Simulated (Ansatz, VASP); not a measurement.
**GaN in VASP and in Ansatz**

Contents of INCAR:

```
SYSTEM = GaN
  PREC = Accurate
  ENCUT = 520
  EDIFF = 1E-7
  ISMEAR = 0
  SIGMA = 0.05
  LREAL = .False.
  LASPH = .True.
  NELM = 100
  ALGO = Normal
  ISIF = 2
  LWAVE = .False.
  LCHARG = .False.
  NBANDS = 26
```

The input KPOINTS:

```
Automatic mesh
0
Gamma
  12 12 6
  0 0 0
```

Contents of POSCAR:

```
GaN
1.0
    2.9924942523      0.0000000000      0.0000000000
   -1.4962471262      2.5915760432      0.0000000000
    0.0000000000      0.0000000000      5.8336705502
Ga N
2 2
Direct
    0.3333333333      0.6666666667      0.0000000000
    0.6666666667      0.3333333333      0.5000000000
    0.3333333333      0.6666666667      0.3750000000
    0.6666666667      0.3333333333      0.8750000000
```

Input for Ansatz:

```yaml
crystal:
  lattice:
    - [2.9924942523, 0.0, 0.0]
    - [-1.4962471262, 2.5915760432, 0.0]
    - [0.0, 0.0, 5.8336705502]
  atoms:
    - { symbol: Ga, position: [0.3333333333, 0.6666666667, 0.0] }
    - { symbol: Ga, position: [0.6666666667, 0.3333333333, 0.5] }
    - { symbol: "N", position: [0.3333333333, 0.6666666667, 0.375] }
    - { symbol: "N", position: [0.6666666667, 0.3333333333, 0.875] }
basis:
  ecutwfc: 420
kpoints:
  mp_grid: { grid: [12, 12, 6] }
hamiltonian:
  xc: lda
scf:
  occupations: { method: gaussian, width: 0.05 }
output:
  forces: true
  stress: true
  eigenvalues: true
  write_density: true
  write_potential: true
  elf: true
  volumetric_format: npy
```

Alike in both runs: task single point; functional LDA; k mesh 12 × 12 × 6; occupations gaussian, width 0.05 eV; no spin polarisation.

```csv
,VASP,Ansatz
version,VASP 6.6.1,Ansatz 0.2.0
potentials or method,"VASP PAW LDA potentials, release 64 (Ga_d, N)","scalar-relativistic, plane waves, PAW"
plane-wave cutoff (eV),520,420
valence electrons in the cell,36,36
```

Ansatz gave:

* gap on the k mesh at the Fermi level (eV): 0.62
* least direct gap on the mesh (eV): 0.62
* pressure (GPa): 3.2
* largest component of the traceless stress (GPa): 38.87
* rms of the force components (eV/Å): 0.293

Q: What did VASP give for the same quantities?

A: gap on the k mesh at the Fermi level (eV): 0.61; least direct gap on the mesh (eV): 0.61; pressure (GPa): 4.4; largest component of the traceless stress (GPa): 39.54; rms of the force components (eV/Å): 0.332.

Atom by atom the forces differ by 0.039 eV/Å (rms over components).

As with any semilocal functional, this LDA gap is likely too small.
